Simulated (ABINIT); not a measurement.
**GaN: changing the choice of potentials or basis**

It takes space group P6_3mc (No. 186, hexagonal). The conventional cell has a = 3.180 Å, b = 3.180 Å, c = 5.166 Å, α = 90.00°, β = 90.00°, γ = 120.00°. Around Ga (site symmetry 3m) lie 4 N at 1.94 to 1.95 Å. N (site symmetry 3m) has 4 Ga at 1.94 to 1.95 Å as nearest neighbours.

Kept alike: task single point; functional PBE; k mesh 10 × 10 × 5; occupations fermi-dirac, width 0.05 eV; no spin polarisation. Program: ABINIT. Cutoffs run from 707 to 1687 eV. The mesh is that of the run's cell of 4 atoms. No spin-orbit coupling.

| choice of potentials or basis | pressure (GPa) |
| --- | --- |
| Ansatz NC PBE | 7.59 |
| JTH PAW PBE v2.0 | 7.81 |
| PseudoDojo NC SR PBE v0.4 stringent | 6.87 |
| PseudoDojo NC SR PBE v0.4.1 standard | 7.49 |
| PseudoDojo NC SR PBE v0.5 standard | 7.49 |
| PseudoDojo NC SR PBE v0.5 stringent | 6.87 |
| SG15 NC PBE v1.2 | 7.25 |
| SPMS NC PBE v1.0 | 7.22 |

Pressure is positive in compression; the values hold the error of the finite cutoff, so their zero can differ a little from the energy's minimum.

Problem. What does the choice of potentials or basis change here?

Solution. The pressure runs from 6.87 (PseudoDojo NC SR PBE v0.4 stringent; PseudoDojo NC SR PBE v0.5 stringent) to 7.81 GPa (JTH PAW PBE v2.0).
